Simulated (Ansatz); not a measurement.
Wanted: the native input for an Ansatz 0.2.0 run.

* Task: band structure
* Functional: PBE
* Potentials or basis: Ansatz PAW
* Cutoff: 420 eV (not typed: the program's choice for these potentials)
* k mesh: 7 × 7 × 4
* Occupations: fermi-dirac, width 0.05 eV
* Spin: no spin polarisation
* Path: [["G", "M", "K", "G", "A", "L", "H", "A"], ["L", "M"], ["K", "H"]]
* Points for each segment of the path: 14

ZrC:

```
CELL_PARAMETERS angstrom
3.39148 0.00000 0.00000
-1.69574 2.93710 0.00000
0.00000 0.00000 5.29005
ATOMIC_POSITIONS crystal
Zr 0.66667 0.33333 0.75000
Zr 0.33333 0.66667 0.25000
C 0.00000 0.00000 0.50000
C 0.00000 0.00000 0.00000
```

The cell comes from a database or a generator and needn't be the stable form of this composition.

These files were run (other wordings do the same):

input.yaml

```yaml
crystal:
  lattice:
    - [3.3914762718, 0.0, 0.0]
    - [-1.6957381359, 2.9371046077, 0.0]
    - [0.0, 0.0, 5.290053]
  atoms:
    - { symbol: Zr, position: [0.6666666667, 0.3333333333, 0.75] }
    - { symbol: Zr, position: [0.3333333333, 0.6666666667, 0.25] }
    - { symbol: C, position: [0.0, 0.0, 0.5] }
    - { symbol: C, position: [0.0, 0.0, 0.0] }
hamiltonian:
  xc: pbe
  pseudopotentials: { kind: paw }
kpoints:
  mp_grid: { grid: [7, 7, 4] }
  band_path:
    path:
      - [[0.0, 0.0, 0.0], [0.5, 0.0, 0.0], [0.3333333333, 0.3333333333, 0.0], [0.0, 0.0, 0.0], [0.0, 0.0, 0.5], [0.5, 0.0, 0.5], [0.3333333333, 0.3333333333, 0.5], [0.0, 0.0, 0.5]]
      - [[0.5, 0.0, 0.5], [0.5, 0.0, 0.0]]
      - [[0.3333333333, 0.3333333333, 0.0], [0.3333333333, 0.3333333333, 0.5]]
    npoints: 14
scf:
  occupations: { method: fermi_dirac, width: 0.05 }
  n_extra_bands: 10
output:
  forces: true
  stress: true
  eigenvalues: true
  fatbands: false
```

Potentials or basis: Ansatz PAW.

The run is started by

```sh
$ ansatz run input.yaml --threads 2 --pin off --max-ram 5632MiB --backend cpu --events-out ev --progress --plain --runs-dir out
```

Results of the run:

```yaml
Pressure: -2.3 GPa
Band_gap_on_the_k_mesh: none (metal or under the smearing width)
```

Run time: 3 s on 2 threads of Intel(R) Xeon(R) Processor @ 2.70GHz (shared host), peak memory 0.37 GiB.
